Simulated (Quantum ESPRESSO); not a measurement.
Te2Mo:

```
Te Mo
1.0
     6.33000    0.00000    0.00000
     0.00000    3.46900    0.00000
    -0.94679    0.00000   13.82762
Te Mo
8 4
Direct
  0.94370 0.75000 0.60450
  0.05630 0.25000 0.39550
  0.90300 0.25000 0.85140
  0.09700 0.75000 0.14860
  0.41120 0.75000 0.89550
  0.58880 0.25000 0.10450
  0.44320 0.25000 0.64840
  0.55680 0.75000 0.35160
  0.81670 0.75000 0.99260
  0.18330 0.25000 0.00740
  0.68190 0.25000 0.49340
  0.31810 0.75000 0.50660
```

- Program: Quantum ESPRESSO 7.5
- Task: single point
- Functional: PBE
- Potentials or basis: SSSP 1.3 efficiency PBE
- Cutoff: 816 eV
- Density cutoff: 5987 eV
- k mesh: 4 × 8 × 2
- Occupations: fermi-dirac, width 0.05 eV
- Spin: no spin polarisation

On this cell: pressure 3.3 GPa; largest force 0.343 eV/Å; band gap on the k mesh none (metal or under the smearing width).

The same run follows on a disturbed copy (atoms moved at random, drawn with an rms of 0.05 Å):

```
CELL_PARAMETERS angstrom
6.33000 0.00000 0.00000
0.00000 3.46900 0.00000
-0.94679 0.00000 13.82762
ATOMIC_POSITIONS crystal
Te 0.94447 0.74926 0.60092
Te 0.05649 0.25124 0.39764
Te 0.89364 0.26182 0.84948
Te 0.09915 0.75753 0.14535
Te 0.41283 0.76105 0.89963
Te 0.59556 0.24837 0.10264
Te 0.44383 0.25286 0.64782
Te 0.55757 0.73862 0.34997
Mo 0.81360 0.74867 0.99398
Mo 0.18382 0.25301 0.00728
Mo 0.68032 0.24537 0.49615
Mo 0.32068 0.75641 0.50354
```

Question: What does the disturbed cell give?

Answer: The energy (extrapolated to zero smearing) moves by +13.2 meV/atom; pressure 4.2 GPa; largest force 1.159 eV/Å; band gap on the k mesh none (metal or under the smearing width).

Forces in eV/Å, atoms in the order of the input:
```
Te   0.197 -0.009  0.542
Te  -0.174  0.001 -0.459
Te   0.289 -0.239  0.090
Te   0.024 -0.111  1.035
Te  -0.065 -0.156 -0.541
Te  -0.542  0.078  0.545
Te  -0.332  0.040  0.408
Te   0.244  0.159 -0.057
Mo   0.596  0.275 -0.603
Mo  -0.283  0.138 -0.525
Mo   0.097  0.024 -1.155
Mo  -0.050 -0.200  0.721
```

Stress tensor (GPa, compression positive):
```
 4.61 -0.23 -0.84
-0.23  3.84  0.15
-0.84  0.15  4.17
```
